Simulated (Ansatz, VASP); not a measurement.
# One calculation of ZnS, two programs

INCAR

```
  PREC = Accurate
  ENCUT = 600
  EDIFF = 1E-7
  ISMEAR = 0
  SIGMA = 0.02
  LREAL = F
  LASPH = T
  NELM = 80
  ALGO = Normal
  ISIF = 3
  LWAVE = F
  LCHARG = F
  GGA = PE
  IBRION = 2
  NSW = 100
  EDIFFG = -0.002
```

The input KPOINTS:

```
Automatic mesh
0
Gamma
  10 10 10
```

The input POSCAR:

```
ZnS
1.0
    0.0000000000      2.6936828800      2.6936828800
    2.6936828800      0.0000000000      2.6936828800
    2.6936828800      2.6936828800      0.0000000000
Zn S
1 1
Direct
    0.0000000000      0.0000000000      0.0000000000
    0.7500000000      0.7500000000      0.7500000000
```

Input for Ansatz:

```yaml
crystal:
  lattice:
    - [0.0, 2.69368288, 2.69368288]
    - [2.69368288, 0.0, 2.69368288]
    - [2.69368288, 2.69368288, 0.0]
  atoms:
    - { symbol: Zn, position: [0.0, 0.0, 0.0] }
    - { symbol: S, position: [0.75, 0.75, 0.75] }
basis:
  ecutwfc: 420
kpoints:
  mp_grid: { grid: [10, 10, 10] }
hamiltonian:
  xc: pbe
scf:
  occupations: { method: gaussian, width: 0.02 }
output:
  forces: true
  stress: true
  eigenvalues: true
relax:
  adjacent_minimum: "off"
  f_tol: 0.002
  max_steps: 80
  cell: { stress_tol: 0.02 }
```

The cell is a database's computed one.

Alike in both runs: task relaxation of cell and atoms; functional PBE; k mesh 10 × 10 × 10; occupations gaussian, width 0.02 eV; no spin polarisation.

|  | VASP | Ansatz |
| --- | --- | --- |
| version | VASP 6.6.1 | Ansatz 0.2.0 |
| potentials or method | VASP PAW PBE potentials, release 64 (Zn, S) | scalar-relativistic, plane waves, PAW |
| plane-wave cutoff (eV) | 600 | 420 |
| valence electrons in the cell | 18 | 18 |

VASP gave:

| Property | Result |
| --- | --- |
| gap on the k mesh at the Fermi level, each at its own relaxed structure (eV) | 2.01 |
| relaxed volume (Å³/atom) | 20.20 |
| relaxed cell length with the largest relative difference (Å) | 3.852 |
| energy change over the relaxation (meV/atom) | -5 |

Question: Estimate Ansatz's values.

Answer: gap on the k mesh at the Fermi level, each at its own relaxed structure (eV): 2.01; relaxed volume (Å³/atom): 20.16; relaxed cell length with the largest relative difference (Å): 3.849; energy change over the relaxation (meV/atom): -4.
